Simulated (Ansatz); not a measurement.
A plane-wave DFT run in Ansatz 0.2.0 (scalar-relativistic PAW potentials unless the input names others): input and command.

```yaml
crystal:
  lattice:
    - [0.0, 2.0455654327, 2.0455654327]
    - [2.0455654327, 0.0, 2.0455654327]
    - [2.0455654327, 2.0455654327, 0.0]
  atoms:
    - { symbol: Al, position: [0.5, 0.5, 0.5] }
    - { symbol: "N", position: [0.0, 0.0, 0.0] }
basis:
  ecutwfc: 500
kpoints:
  mp_grid: { grid: [10, 10, 10] }
hamiltonian:
  xc: pbe
scf:
  occupations: { method: gaussian, width: 0.02 }
output:
  forces: true
  eigenvalues: true
  stress: true
```

```bash
ansatz run input.yaml --threads 1 --pin off --max-ram 1331MiB --backend cpu --events-out ev --progress --plain --runs-dir out
```

Abridged log:
```
Basis set: ecut = 500 eV, 411 PW (Γ), exchange–correlation on 48×48×48 points (8 copies of the dense FFT grid, shifted against one another)
Bands: 8, of which v1, the nominal top of the filled ones, is band 4 counted from 1 (3 counted from 0)
Symmetry: 48 space group operations
k-points: 47 of 1000
SCF iter   1: F=—  HF=-923.917881 eV  |F-HF|=—  |Δ(HF+E_count)|=         —  Δρ=1.57e-3  dr2=8.61e-5  ethr=1.77e-3  ⟨swp⟩=4.7  Hψ=2628  notcnv=0
SCF iter   2: F=—  HF=-923.917984 eV  |F-HF|=—  |Δ(HF+E_count)|=   1.03e-4  Δρ=7.37e-4  dr2=2.00e-5  ethr=1.08e-6  ⟨swp⟩=2.0  Hψ=1013  notcnv=0
SCF iter   3: F=—  HF=-923.918028 eV  |F-HF|=—  |Δ(HF+E_count)|=   4.43e-5  Δρ=3.02e-4  dr2=1.28e-5  ethr=2.50e-7  ⟨swp⟩=2.0  Hψ=557  notcnv=0
SCF iter   4: F=—  HF=-923.918024 eV  |F-HF|=—  |Δ(HF+E_count)|=   3.82e-6  Δρ=3.62e-5  dr2=1.54e-7  ethr=1.60e-7  ⟨swp⟩=2.3  Hψ=524  notcnv=0
SCF iter   5: F=-923.918024 eV  HF=-923.918024 eV  |F-HF|=3.52e-9  |Δ(HF+E_count)|=   1.68e-8  Δρ=6.37e-6  dr2=1.72e-9  ethr=1.93e-9  ⟨swp⟩=2.5  Hψ=534  notcnv=0
SCF iter   6: F=-923.918024 eV  HF=-923.918024 eV  |F-HF|=1.43e-11  |Δ(HF+E_count)|=   4.05e-9  Δρ=5.38e-7  dr2=2.82e-11  ethr=2.15e-11  ⟨swp⟩=1.3  Hψ=1203  notcnv=0
SCF 1 converged in 6 iterations: F = -923.918024 eV  dr2 = 2.82e-11
SCF converged after 6 iterations
Free energy (F): -923.918024 eV
Harris-Foulkes:  -923.918024 eV  (|F-HF|=1.43e-11)
Internal energy: -923.918024 eV  (E = F + TS)
E sigma→0 (E₀):  -923.918024 eV
Fermi energy:    12.879611 eV
--- Forces (eV/Å), atoms counted from 1 ---
  atom   1  Al     0.00000000     0.00000000     0.00000000
  atom   2  N      0.00000000     0.00000000     0.00000000
--- Stress (GPa, compression-positive) ---
       -3.677279       0.000000       0.000000
        0.000000      -3.677279       0.000000
        0.000000       0.000000      -3.677279
  P = ⅓ Tr σ = -3.6773 GPa (-36.773 kbar)
```

Apart from outputs and empty bands, the input differs from a reference run on usual settings in hamiltonian.xc: "r2scan" → "pbe". The reference, at the same geometry (not necessarily relaxed), gave pressure -10.07 GPa, largest force 0.000 eV/Å, gap on the mesh 5.13 eV. This run converged in 6 SCF iterations (reference: 6) with a total energy on another zero, pressure -3.68 GPa, largest force 0.000 eV/Å, gap on the mesh 4.29 eV.